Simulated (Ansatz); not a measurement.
Take a crystal in which N has been replaced by Sb on all its sites, with the cell rescaled by a rough guess (in some cases also distorted within its space group) and nothing relaxed:

```xyz
2
Lattice="0.0000 2.7243 2.7243 2.7243 0.0000 2.7243 2.7243 2.7243 0.0000" Properties=species:S:1:pos:R:3 pbc="T T T"
Ga    0.0000    0.0000    0.0000
Sb    4.0865    4.0865    4.0865
```

Theory: DFT PBEsol, scalar-relativistic, plane waves, PAW (Ansatz).

Plane waves to 420 eV, a k mesh through Γ of 12×12×12 on the computed 2-atom cell and Gaussian smearing (0.01 eV); no spin polarisation.

Will this cell want to expand or contract, and how hard?

The pressure is 39.7 GPa (positive in compression), so the cell would expand.

Is it a metal on this mesh?

No: the gap is 0.08 eV, the least direct gap 2.53 eV.

What is its energy against the elements in their standard states?

+0.622 eV/atom at this unrelaxed geometry, with the elements in the same functional.

Spin-orbit coupling is left out, which matters for the bands of heavy elements.